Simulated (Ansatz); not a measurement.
# Cu2O and a variant

Base: an entry of the Crystallography Open Database (COD), whose atoms a relaxation with PBE at fixed cell left in place.

```yaml
crystal:
  lattice:
    - [4.26850, 0.00000, 0.00000]
    - [0.00000, 4.26850, 0.00000]
    - [0.00000, 0.00000, 4.26850]
  atoms:
    - { symbol: Cu, position: [0.25000, 0.25000, 0.25000] }
    - { symbol: Cu, position: [0.25000, 0.75000, 0.75000] }
    - { symbol: Cu, position: [0.75000, 0.75000, 0.25000] }
    - { symbol: Cu, position: [0.75000, 0.25000, 0.75000] }
    - { symbol: O, position: [0.00000, 0.00000, 0.00000] }
    - { symbol: O, position: [0.50000, 0.50000, 0.50000] }
```

Atom numbers follow the list; atoms alike are taken as one site, whose name carries the number of the first.

The numbers come from a DFT calculation in Ansatz (PBE, plane waves and PAW, scalar-relativistic, 420 eV cutoff, Γ-centred 7×7×7 k-points, Fermi–Dirac smearing 0.02 eV).

Problem. Variant: z compressed by 1 %, ions relaxed. What happens to the gradients (10²¹ V/m²)?

Solution. 

```csv
site,atoms,V_zz base,η base,V_zz variant,η variant
Cu,"1, 2, 3, 4",-5.19,0.00,-5.38,0.01
O,"5, 6",0.00,–,-0.13,0.00
```

The largest change of V_zz is on Cu, from -5.19 to -5.38. In per cent, |V_zz| changes by +4 on Cu (all sites that start above 0.5).

Semilocal functionals underestimate gradients at Cu(I) with two or three neighbours, in Cu₂O by a fifth to nearly a half.
For the variant: With a gap of 0.5 eV on this mesh, small gradients can still move by 0.1 × 10²¹ V/m² or more as the k-mesh gets denser.
